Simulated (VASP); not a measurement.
# SnS (Pnma) in VASP: a series of runs

Aim: see how the results for SnS move with the level of theory and the settings. Levels: PBE, LDA. Tasks: relaxation of cell and atoms.

Program: VASP 6.6.1. These are calculated values, not measurements. Logs are shortened: lines on timing, memory, paths and dates and some standing lists are left out, and cuts for length are marked.

## (1) The crystal as given

The structure is orthorhombic, space group Pnma (No. 62). Conventional cell: a = 11.200 Å, b = 3.987 Å, c = 4.334 Å, α = 90.00°, β = 90.00°, γ = 90.00°. Sn (site symmetry m) has 3 S at 2.63 to 2.67 Å as nearest neighbours. Around S (site symmetry m) lie 3 Sn at 2.63 to 2.67 Å.

## (2) Relaxation of cell and atoms, PBE

INCAR reads:

```
SYSTEM = SnS
  ALGO = Normal
  EDIFF = 1E-6
  EDIFFG = -0.01
  ENCUT = 600
  GGA = PE
  IBRION = 2
  ISIF = 3
  ISMEAR = 0
  KPAR = 2
  LASPH = .True.
  LCHARG = .False.
  LREAL = .False.
  LWAVE = .False.
  NELM = 80
  NSW = 90
  PREC = Accurate
  SIGMA = 0.03
```

KPOINTS reads:

```
k-points
0
Gamma
  4 8 6
  0 0 0
```

POSCAR reads:

```
SnS
1.0
   11.2000000000      0.0000000000      0.0000000000
    0.0000000000      3.9870000000      0.0000000000
    0.0000000000      0.0000000000      4.3340000000
Sn S
4 4
Direct
    0.1194000000      0.2500000000      0.1198000000
    0.3806000000      0.7500000000      0.6198000000
    0.6194000000      0.2500000000      0.3802000000
    0.8806000000      0.7500000000      0.8802000000
    0.8508000000      0.2500000000      0.4793000000
    0.6492000000      0.7500000000      0.9793000000
    0.3508000000      0.2500000000      0.0207000000
    0.1492000000      0.7500000000      0.5207000000
```

Potentials or basis: VASP PAW PBE potentials, release 64 (Sn_d, S).

Launch:

```sh
$ cat potpaw_PBE.64/Sn_d/POTCAR potpaw_PBE.64/S/POTCAR > POTCAR
$ mpirun -np 2 vasp_std > vasp.out
```

OUTCAR:

```text
SYSTEM = SnS
   EDIFF = 1E-6
   EDIFFG = -0.01
   ENCUT = 600
   GGA = PE
   IBRION = 2
   ISIF = 3
   ISMEAR = 0
   LASPH = .True.
   LREAL = .False.
   NELM = 80
   NSW = 90
   PREC = Accurate

 ion  position               nearest neighbor table
   1  0.119  0.250  0.120-   7 2.63   8 2.67   8 2.67   4 3.49   4 3.49
   2  0.381  0.750  0.620-   8 2.63   7 2.67   7 2.67   3 3.49   3 3.49
   3  0.619  0.250  0.380-   5 2.63   6 2.67   6 2.67   2 3.49   2 3.49
   4  0.881  0.750  0.880-   6 2.63   5 2.67   5 2.67   1 3.49   1 3.49
   5  0.851  0.250  0.479-   3 2.63   4 2.67   4 2.67
   6  0.649  0.750  0.979-   4 2.63   3 2.67   3 2.67
   7  0.351  0.250  0.021-   1 2.63   2 2.67   2 2.67
   8  0.149  0.750  0.521-   2 2.63   1 2.67   1 2.67

  LATTYP: Found a simple orthorhombic cell.
 ALAT       =     3.9870000000
 B/A-ratio  =     1.0870328568
 C/A-ratio  =     2.8091296714

  Lattice vectors:

 A1 = (   0.0000000000,   3.9870000000,   0.0000000000)
 A2 = (   0.0000000000,   0.0000000000,   4.3340000000)
 A3 = (  11.2000000000,   0.0000000000,   0.0000000000)

Analysis of symmetry for initial positions (statically):
=====================================================================
 Subroutine PRICEL returns:
 Original cell was already a primitive cell.

 Routine SETGRP: Setting up the symmetry group for a
 simple orthorhombic supercell.

 Subroutine GETGRP returns: Found  8 space group operations
 (whereof  2 operations were pure point group operations)
 out of a pool of  8 trial point group operations.

The static configuration has the point symmetry S_2 .
 The point group associated with its full space group is D_2h.

Analysis of symmetry for dynamics (positions and initial velocities):
=====================================================================
 Subroutine PRICEL returns:
 Original cell was already a primitive cell.

 Routine SETGRP: Setting up the symmetry group for a
 simple orthorhombic supercell.

 Subroutine GETGRP returns: Found  8 space group operations
 (whereof  2 operations were pure point group operations)
 out of a pool of  8 trial point group operations.

The dynamic configuration has the point symmetry S_2 .
 The point group associated with its full space group is D_2h.

 Subroutine INISYM returns: Found  8 space group operations
 (whereof  2 operations are pure point group operations),
 and found     1 'primitive' translations

[... 126 lines left out ...]
     AMIX_MAG =   1.60;   BMIX_MAG =  1.00
  volume/ion in A,a.u.               =      24.19       163.25
  Fermi-wavevector in a.u.,A,eV,Ry     =   1.219515  2.304549 20.234810  1.487217
  Thomas-Fermi vector in A             =   2.354764
   LORBIT       =      0    0 simple, 1 ext, 2 COOP (PROOUT), +10 PAW based schemes
   GGA     = PE    functional components
   LHFCALC =     F    Hartree Fock is set to
   AEXX    =    0.0000 exact exchange contribution
   IVDW    =     0    specifies the selected vdW correction
   LEPSILON=     F    determine dielectric tensor
   LRPA    =     F    only Hartree local field effects (RPA)
 conjugate gradient relaxation of ions
 non-spin polarized calculation
 Gauss-broadening in eV      SIGMA  =   0.03
  energy-cutoff  :      600.00
  volume of cell :      193.53
 maximum number of plane-waves:      6488
 NGX is ok and might be reduce to    90
   NGX = 45   NGY = 15   NGZ = 17

--------------------------------------- Ionic step        1  -------------------------------------------

 number of electron      80.0000006 magnetization

 Free energy of the ion-electron system (eV)
  ---------------------------------------------------
  ext. energy  EPLUGINS =         0.00000000
  ---------------------------------------------------
  free energy    TOTEN  =       -35.39894159 eV

  energy without entropy =      -35.39894159  energy(sigma->0) =      -35.39894159

------------------------ aborting loop because EDIFF is reached ----------------------------------------

  FORCE on cell =-STRESS in cart. coord.  units (eV):
  Direction    XX          YY          ZZ          XY          YZ          ZX
  --------------------------------------------------------------------------------------
  -------------------------------------------------------------------------------------
  Total        2.9290742      2.7318109      2.5882919      0.0000000      0.0000000      0.0000000
  in kB       24.2486624     22.6155969     21.4274591      0.0000000      0.0000000      0.0000000
  external PRESSURE =      22.7639061 kB  Pullay stress =       0.0000000 kB
[... 107 lines left out ...]
  FREE ENERGIE OF THE ION-ELECTRON SYSTEM (eV)
  ---------------------------------------------------
  free  energy   TOTEN  =       -35.4486153390 eV

  energy  without entropy=      -35.4486153390  energy(sigma->0) =      -35.44861534

[... ionic steps 4 to 11 ...]

--------------------------------------- Ionic step       12  -------------------------------------------

 number of electron      80.0000009 magnetization

------------------------ aborting loop because EDIFF is reached ----------------------------------------
[... 79 lines left out ...]
--------------------------------------- Ionic step       14  -------------------------------------------

 number of electron      80.0000009 magnetization

 Free energy of the ion-electron system (eV)
  ---------------------------------------------------
  ext. energy  EPLUGINS =         0.00000000
  ---------------------------------------------------
  free energy    TOTEN  =       -35.46098464 eV

  energy without entropy =      -35.46098464  energy(sigma->0) =      -35.46098464

 E-fermi :   5.5700     XC(G=0):  -9.5707

 val. band max:        5.4132279266   @ k =   0.5000   0.0000   0.5000
 cond. band min:       6.4478097178   @ k =   0.0000   0.3750   0.0000
 fundamental gap:      1.0345817912
 Fermi energy:         5.5699810330

 k-point     1 :       0.0000    0.0000    0.0000
  band No.  band energies     occupation
      1     -15.6919      2.00000
      2     -15.6823      2.00000
      3     -15.6758      2.00000
      4     -15.6719      2.00000
      5     -15.6687      2.00000
      6     -15.6650      2.00000
[... 1213 lines left out ...]
     47       9.1825      0.00000
     48       9.1825      0.00000

 [... further k-points ...]
[... 5 lines left out ...]
  --------------------------------------------------------------------------------------
  -------------------------------------------------------------------------------------
  Total       -0.0066395     -0.0085494     -0.0339924      0.0000000      0.0000000      0.0000000
  in kB       -0.0519654     -0.0669135     -0.2660472      0.0000000      0.0000000      0.0000000
  external PRESSURE =      -0.1283087 kB  Pullay stress =       0.0000000 kB
[... 23 lines left out ...]
  FREE ENERGIE OF THE ION-ELECTRON SYSTEM (eV)
  ---------------------------------------------------
  free  energy   TOTEN  =       -35.4609846413 eV

  energy  without entropy=      -35.4609846413  energy(sigma->0) =      -35.46098464

 reached required accuracy - stopping structural energy minimisation
```

OSZICAR:

```text
N       E                     dE             d eps       ncg     rms          rms(c)
DAV:   1     0.955868453530E+03    0.95587E+03   -0.40195E+04  6256   0.244E+03
DAV:   2     0.135953882140E+03   -0.81991E+03   -0.79492E+03  5792   0.701E+02
DAV:   3    -0.246852451215E+02   -0.16064E+03   -0.15440E+03  6904   0.226E+02
[... 129 lines left out ...]
DAV:   1    -0.354609973355E+02   -0.14251E-04   -0.39706E-04  7248   0.170E-01    0.234E-02
DAV:   2    -0.354609889668E+02    0.83686E-05   -0.32911E-05  7448   0.565E-02    0.104E-02
DAV:   3    -0.354609862447E+02    0.27222E-05   -0.62912E-06  5096   0.236E-02    0.346E-03
DAV:   4    -0.354609852238E+02    0.10209E-05   -0.11360E-06  3176   0.711E-03    0.130E-03
DAV:   5    -0.354609846413E+02    0.58251E-06   -0.30210E-07  2928   0.441E-03
  14 F= -.35460985E+02 E0= -.35460985E+02  d E =-.544883E-04
```

It took 42 min on 2 MPI ranks of Intel Xeon Platinum 8488C (Sapphire Rapids), shared host; peak memory 0.67 GiB.

What came out:

- Free energy: -35.4610 eV
- Relaxed volume: 25.59 Å³/atom
- Relaxed cell: a = 11.456 Å, b = 4.028 Å, c = 4.436 Å, α = 90.00°, β = 90.00°, γ = 90.00°
- Space group after relaxing (to 0.05 Å): Pnma (No. 62)
- Energy gained by relaxing: 7.8 meV/atom
- Ionic steps: 14
- Pressure after relaxing: 0.0 GPa
- Largest force after relaxing: 0.010 eV/Å
- Band gap on the k mesh: 1.03 eV, indirect (least direct gap 1.32 eV)

Forces on the atoms (eV/Å):
```
Sn  -0.004  0.000  0.009
Sn   0.004  0.000  0.009
Sn  -0.004  0.000 -0.009
Sn   0.004  0.000 -0.009
S   -0.004  0.000 -0.002
S    0.004  0.000 -0.002
S   -0.004  0.000  0.002
S    0.004  0.000  0.002
```

The path:
| step | energy change (eV) | largest force (eV/Å) | pressure (GPa) | volume (Å³) |
| --- | --- | --- | --- | --- |
| 1 | 0.0000 | 0.1392 | 2.28 | 193.53 |
| 2 | -0.0413 | 0.2309 | -0.75 | 203.32 |
| 3 | -0.0497 | 0.1269 | 0.08 | 200.38 |
| 4 | -0.0530 | 0.1042 | 0.07 | 200.95 |
| 5 | -0.0590 | 0.0366 | 0.04 | 202.67 |
| 6 | -0.0546 | 0.0962 | 0.03 | 206.14 |
| 7 | -0.0600 | 0.0116 | 0.03 | 203.70 |
| 8 | -0.0613 | 0.0237 | -0.02 | 204.27 |
| 9 | -0.0615 | 0.0332 | -0.06 | 204.62 |
| 10 | -0.0619 | 0.0162 | 0.07 | 204.43 |
| 11 | -0.0620 | 0.0120 | 0.05 | 204.48 |
| 12 | -0.0620 | 0.0163 | -0.07 | 204.91 |
| 13 | -0.0620 | 0.0103 | 0.01 | 204.68 |
| 14 | -0.0620 | 0.0100 | -0.01 | 204.71 |

Final structure:
```cif
data_structure
_symmetry_space_group_name_H-M 'P 1'
_symmetry_Int_Tables_number 1
_cell_length_a 11.4557
_cell_length_b 4.0278
_cell_length_c 4.4365
_cell_angle_alpha 90.000
_cell_angle_beta 90.000
_cell_angle_gamma 90.000
_cell_volume 204.71
loop_
_atom_site_label
_atom_site_type_symbol
_atom_site_fract_x
_atom_site_fract_y
_atom_site_fract_z
_atom_site_occupancy
Sn1 Sn 0.12211 0.25000 0.12361 1
Sn2 Sn 0.37789 0.75000 0.62361 1
Sn3 Sn 0.62211 0.25000 0.37639 1
Sn4 Sn 0.87789 0.75000 0.87639 1
S1 S 0.85003 0.25000 0.48081 1
S2 S 0.64997 0.75000 0.98081 1
S3 S 0.35003 0.25000 0.01919 1
S4 S 0.14997 0.75000 0.51919 1
```

Caveat: spin-orbit coupling is left out, which moves the levels of the heavy elements. PBE usually gives volumes a little too large and moduli too small.

## (3) Relaxation of cell and atoms, LDA

INCAR reads:

```
ALGO = Normal
EDIFF = 1E-6
EDIFFG = -0.01
ENCUT = 600
IBRION = 2
ISIF = 3
ISMEAR = 0
KPAR = 2
LASPH = T
LCHARG = F
LREAL = F
LWAVE = F
NELM = 80
NSW = 90
PREC = Accurate
SIGMA = 0.03
```

KPOINTS reads:

```
k-points
0
Gamma
  4 8 6
```

POSCAR is that of step 2.

Potentials or basis: VASP PAW LDA potentials, release 64 (Sn_d, S).

Launch:

```sh
$ cat potpaw_LDA.64/Sn_d/POTCAR potpaw_LDA.64/S/POTCAR > POTCAR
$ mpirun -np 2 vasp_std > vasp.out
```

Wall time 22 min (2 MPI ranks of Intel Xeon 6975P-C (Granite Rapids), shared host); peak memory 0.59 GiB.

The run converged. Its results:

| Quantity | Value |
| --- | --- |
| Free energy | -40.5047 eV |
| Relaxed volume | 22.72 Å³/atom |
| Relaxed cell | a = 10.960 Å, b = 3.949 Å, c = 4.199 Å, α = 90.00°, β = 90.00°, γ = 90.00° |
| Space group after relaxing (to 0.05 Å) | Pnma (No. 62) |
| Energy gained by relaxing | 11.3 meV/atom |
| Ionic steps | 15 |
| Pressure after relaxing | 0.0 GPa |
| Largest force after relaxing | 0.010 eV/Å |
| Band gap on the k mesh | 0.65 eV, indirect (least direct gap 1.04 eV) |

Forces in eV/Å, atoms in the order of the input:
```
Sn   0.008  0.000 -0.006
Sn  -0.008  0.000 -0.006
Sn   0.008  0.000  0.006
Sn  -0.008  0.000  0.006
S    0.001  0.000  0.001
S   -0.001  0.000  0.001
S    0.001  0.000 -0.001
S   -0.001  0.000 -0.001
```

Step by step:
```
step  energy change (eV)  largest force (eV/Å)  pressure (GPa)  volume (Å³)
   1              0.0000                0.0444           -2.34       193.53
   2             -0.0468                0.3207            0.91       183.79
   3             -0.0543                0.2171           -0.02       186.35
   4             -0.0674                0.1621           -0.02       185.29
   5             -0.0834                0.0606            0.04       182.64
   6             -0.0837                0.0525            0.10       182.14
   7             -0.0881                0.0489           -0.11       181.99
   8             -0.0882                0.0442           -0.09       182.01
   9             -0.0894                0.0253            0.11       181.50
  10             -0.0895                0.0285            0.19       181.31
  11             -0.0901                0.0190            0.06       181.66
  12             -0.0901                0.0207            0.01       181.74
  13             -0.0903                0.0190           -0.01       181.78
  14             -0.0905                0.0158           -0.07       181.88
  15             -0.0906                0.0097            0.01       181.74
```

Final structure:
```cif
data_structure
_symmetry_space_group_name_H-M 'P 1'
_symmetry_Int_Tables_number 1
_cell_length_a 10.9601
_cell_length_b 3.9486
_cell_length_c 4.1995
_cell_angle_alpha 90.000
_cell_angle_beta 90.000
_cell_angle_gamma 90.000
_cell_volume 181.74
loop_
_atom_site_label
_atom_site_type_symbol
_atom_site_fract_x
_atom_site_fract_y
_atom_site_fract_z
_atom_site_occupancy
Sn1 Sn 0.11713 0.25000 0.11296 1
Sn2 Sn 0.38287 0.75000 0.61296 1
Sn3 Sn 0.61713 0.25000 0.38704 1
Sn4 Sn 0.88287 0.75000 0.88704 1
S1 S 0.85397 0.25000 0.47214 1
S2 S 0.64603 0.75000 0.97214 1
S3 S 0.35397 0.25000 0.02786 1
S4 S 0.14603 0.75000 0.52786 1
```

Levels at points of the mesh, in eV from the valence-band top:
```csv
k point,band 38,band 39,band 40,band 41,band 42,band 43
"(0.00, 0.00, 0.00)",-1.29,-0.89,-0.75,0.65,2.90,2.95
"(0.50, 0.00, 0.00)",-2.33,-0.77,-0.77,2.55,2.55,2.74
"(0.00, 0.50, 0.00)",-1.09,-0.83,-0.83,1.01,1.01,1.71
"(0.50, 0.50, 0.00)",-1.08,-1.08,-1.08,1.54,1.54,1.54
"(0.00, 0.00, 0.50)",-1.00,-0.12,-0.12,1.35,1.35,1.74
"(0.50, 0.00, 0.50)",-0.75,0.00,0.00,1.20,1.20,1.79
"(0.00, 0.50, 0.50)",-2.71,-1.64,-1.64,2.68,2.68,2.98
"(0.50, 0.50, 0.50)",-1.84,-1.84,-1.84,2.47,2.47,2.47
```

Caveat: spin-orbit coupling is left out, which moves the levels of the heavy elements. A k mesh can miss the band edges.
